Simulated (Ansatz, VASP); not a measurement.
**One calculation of W, two programs**

The input INCAR:

```
PREC = Accurate ; ENCUT = 520
EDIFF = 1E-7 ; ISMEAR = 0
SIGMA = 0.15 ; LREAL = False
LASPH = True ; NELM = 100
ALGO = Fast ; ISIF = 2
LWAVE = False ; LCHARG = True
GGA = PE ; LELF = True
LVHAR = True ; NBANDS = 13
```

File KPOINTS:

```
Automatic mesh
0
Gamma
  20 20 20
```

The input POSCAR:

```
W
1.0
    0.0000000000      2.0300000000      2.0909000000
    2.0300000000      0.0000000000      2.0909000000
    2.0300000000      2.0300000000      0.0000000000
W
1
Direct
    0.0000000000      0.0000000000      0.0000000000
```

Input for Ansatz:

```yaml
crystal:
  lattice:
    - [0.0, 2.03, 2.0909]
    - [2.03, 0.0, 2.0909]
    - [2.03, 2.03, 0.0]
  atoms:
    - { symbol: W, position: [0.0, 0.0, 0.0] }
basis:
  ecutwfc: 420
kpoints:
  mp_grid: { grid: [20, 20, 20] }
hamiltonian:
  xc: pbe
scf:
  occupations: { method: gaussian, width: 0.15 }
output:
  forces: true
  stress: true
  eigenvalues: true
```

Change from the starting cell: strain +0.0300 x Voigt [0, 0, 1, 0, 0, 0], atoms carried along.

Alike in both runs: task single point; functional PBE; k mesh 20 × 20 × 20; occupations gaussian, width 0.15 eV; no spin polarisation.

|  | VASP | Ansatz |
| --- | --- | --- |
| version | VASP 6.6.1 | Ansatz 0.2.0 |
| potentials or method | VASP PAW PBE potentials, release 64 (W_sv) | scalar-relativistic, plane waves, PAW |
| plane-wave cutoff (eV) | 520 | 420 |
| valence electrons in the cell | 14 | 14 |

|  | VASP | Ansatz | Ansatz less VASP |
| --- | --- | --- | --- |
| gap on the k mesh at the Fermi level (eV) | none | none | - |
| pressure (GPa) | -11.6 | -12.0 | -0.34 |
| largest component of the traceless stress (GPa) | 5.18 | 5.16 | -0.017 |

A gap of «none» marks a metal or a gap that the smearing closes. With one functional, cell and mesh, what is left measures potentials, basis and numerics.

Spin-orbit coupling is left out, which matters for the levels of W.
